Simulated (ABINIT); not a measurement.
Runs of ABINIT 10.8.3 (patched build) on Hf. It takes space group P6_3/mmc (No. 194, hexagonal). Conventional cell: a = 3.197 Å, b = 3.197 Å, c = 5.058 Å, α = 90.00°, β = 90.00°, γ = 120.00°. Around Hf (site symmetry -6m2) lie 12 Hf at 3.13 to 3.20 Å. 

```csv
task,level,potentials or basis,k mesh,cutoff (eV),fine-grid cutoff,mesh quality,gap on the mesh (eV),pressure (GPa)
band structure,BP86,JTH PAW PBE v2.0,10 × 10 × 5,463,925.187 eV,not flagged,none,-
band structure,PBEsol,PseudoDojo NC SR PBEsol v0.4.1 standard,10 × 10 × 5,789,-,not flagged,none,(a)
single point,PBEsol,JTH PAW PBE v2.0,8 × 8 × 4,463,925.187 eV,not flagged,none,-
band structure,WC,JTH PAW PBE v2.0,10 × 10 × 5,463,925.187 eV,not flagged,none,-
band structure,rPW86PBE,JTH PAW PBE v2.0,10 × 10 × 5,463,925.187 eV,not flagged,none,-
single point,r2SCAN,JTH PAW PBE v2.0,13 × 13 × 6,544,1088.46 eV,not flagged,none,0.0
band structure,LDA,PseudoDojo NC SR LDA v0.4.1 standard,10 × 10 × 5,789,-,not flagged,none,-8.9
band structure,LDA-PZ,JTH PAW LDA v2.0,10 × 10 × 5,463,925.187 eV,not flagged,none,-8.0
single point,PBE,JTH PAW PBE v2.0,4 × 4 × 2,463,925.187 eV,coarse,none,-
band structure,PBE,PseudoDojo NC SR PBE v0.4.1 standard,10 × 10 × 5,789,-,not flagged,none,(b)
band structure,BLYP,JTH PAW PBE v2.0,10 × 10 × 5,463,925.187 eV,not flagged,none,-
band structure,AM05,JTH PAW PBE v2.0,10 × 10 × 5,463,925.187 eV,not flagged,none,-
```

Alike in all rows: no spin polarisation; cell as given; smearing fermi-dirac 0.05 eV.

Problem. Fill in the values left out.

Solution. (a) -3.6; (b) 0.6.

Caveats: some runs use coarse meshes; spin-orbit coupling is left out, which moves the levels of the heavy elements (some runs); the PAW data sets were made with another functional, which shifts forces and pressure a little (some runs).

A k mesh can miss the band edges, and the runs leave out spin-orbit coupling on Hf.

A gap of «none» marks a metal or a gap under the smearing width.
